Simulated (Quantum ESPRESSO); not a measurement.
Crystal: Be2C.

```
CELL_PARAMETERS angstrom
0.00000 2.16500 2.16500
2.16500 0.00000 2.16500
2.16500 2.16500 0.00000
ATOMIC_POSITIONS crystal
C 0.00000 0.00000 0.00000
Be 0.75000 0.75000 0.75000
Be 0.25000 0.25000 0.25000
```

Base run:

* Program: Quantum ESPRESSO 7.5
* Functional: PBE
* Potentials or basis: PseudoDojo 0.4.1 SR PBE standard
* Cutoff: 1197 eV
* Density cutoff: 4789 eV
* k mesh: 10 × 10 × 10, shifted
* Occupations: fermi-dirac, width 0.05 eV
* Spin: no spin polarisation

Its results: pressure 0.6 GPa; electronic dielectric tensor (diagonal) 6.95.

The run is repeated on the same cell with these changes: functional from PBE to PBEsol; potentials or basis from PseudoDojo 0.4.1 SR PBE standard to PseudoDojo 0.4.1 SR PBEsol standard. What comes out?

Pressure -2.0 GPa; electronic dielectric tensor (diagonal) 7.00.
